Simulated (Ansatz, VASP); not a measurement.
**Al2O3 in VASP and in Ansatz**

```xyz
5
Lattice="2.8843 0.0000 0.0000 -1.4422 2.4979 0.0000 0.0000 0.0000 9.3368" Properties=species:S:1:pos:R:3 pbc="T T T"
Al    0.0000    0.0000    7.9363
Al    0.0000    0.0000    1.4004
O     0.0000    1.6653    7.2610
O     1.4422    0.8326    0.0000
O     0.0000    1.6653    2.0757
```

Measurements of this composition are mostly on another form, of space group No. 167.

Alike in both runs: task relaxation of cell and atoms; functional LDA; k mesh 11 × 11 × 3; occupations fermi-dirac, width 0.05 eV; no spin polarisation.

```csv
,VASP,Ansatz
version,VASP 6.6.1,Ansatz 0.2.0
potentials or method,"VASP PAW LDA potentials, release 64 (Al, O)",Ansatz PAW
plane-wave cutoff (eV),600,420
valence electrons in the cell,24,24
```

VASP gave:

```
gap on the k mesh at the Fermi level, each at its own relaxed structure (eV) : 4.75
relaxed volume (Å³/atom)                                                     : 10.21
relaxed cell length with the largest relative difference (Å)                 : 7.292
energy change over the relaxation (meV/atom)                                 : -22
```

Question: Estimate Ansatz's values.

Answer: gap on the k mesh at the Fermi level, each at its own relaxed structure (eV): 5.18; relaxed volume (Å³/atom): 13.04; relaxed cell length with the largest relative difference (Å): 9.345; energy change over the relaxation (meV/atom): -15.

One of these differences is far larger than is usual between the two programs; its cause wasn't traced.

Caveats: the volume moved by over 15 % at a fixed basis, so the end points are rough (VASP); an odd mesh through Γ misses points on the zone boundary, where band edges often lie (VASP); odd divisions of the mesh miss points on the zone boundary, where band edges often lie, so the gap on the mesh can be too wide (Ansatz); the plane-wave basis is chosen anew once the cell has moved, so the energies of steps on either side of that aren't comparable (Ansatz); the pressure holds a Pulay correction of +0.7 GPa for the finite cutoff (Ansatz); the PAW data sets come from PBE, with cores solved anew for the run's functional, which leaves a small shift of forces and pressure (Ansatz).
